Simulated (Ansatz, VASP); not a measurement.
## One calculation of W, two programs

The input INCAR:

```
PREC = Accurate
ENCUT = 520
EDIFF = 1E-7
ISMEAR = -1
SIGMA = 0.1
LREAL = F
LASPH = T
NELM = 100
ALGO = Normal
ISIF = 2
LWAVE = F
LCHARG = F
GGA = B5
ALDAX = 1.0
AGGAX = 1.0
AGGAC = 1.0
ALDAC = 0.0
NBANDS = 13
```

File KPOINTS:

```
regular mesh
0
Gamma
  13 13 13
```

Contents of POSCAR:

```
W
1.0
    2.7078427793      0.0000000000      0.0000000000
    0.0000000000      2.7078427793      0.0000000000
    0.0000000000      0.0000000000      2.7078427793
W
1
Direct
    0.0000000000      0.0000000000      0.0000000000
```

Input for Ansatz:

```yaml
crystal:
  lattice:
    - [2.7078427793, 0.0, 0.0]
    - [0.0, 2.7078427793, 0.0]
    - [0.0, 0.0, 2.7078427793]
  atoms:
    - { symbol: W, position: [0.0, 0.0, 0.0] }
hamiltonian:
  xc: blyp
  pseudopotentials:
    kind: paw
    azcp:
      W: "pseudopotentials/W.paw.azcp"
basis:
  ecutwfc: 420
  fft_grid_basis: typed
kpoints:
  mp_grid: { grid: [13, 13, 13], shift: [0, 0, 0] }
magnetization:
  spin_polarized: false
scf:
  occupations: { method: fermi_dirac, width: 0.1 }
  lower_state_search: "off"
output:
  stress: true
```

Alike in both runs: task single point; functional BLYP; k mesh 13 × 13 × 13; occupations fermi-dirac, width 0.1 eV; no spin polarisation.

|  | VASP | Ansatz |
| --- | --- | --- |
| version | VASP 6.6.1 | Ansatz 0.2.0 |
| potentials or method | VASP PAW PBE potentials, release 64 (W_sv) | plane waves (420 eV) with PAW, scalar-relativistic |
| plane-wave cutoff (eV) | 520 | 420 |
| valence electrons in the cell | 14 | 14 |

```tsv
	VASP	Ansatz	Ansatz less VASP
pressure (GPa)	-6.3	-7.2	-0.97
```

With one functional, cell and mesh, what is left measures potentials, basis and numerics.

Caveats: the PAW data sets were made with another functional, which shifts forces and pressure a little (VASP). The runs have no spin-orbit coupling, so splittings on W are missing.
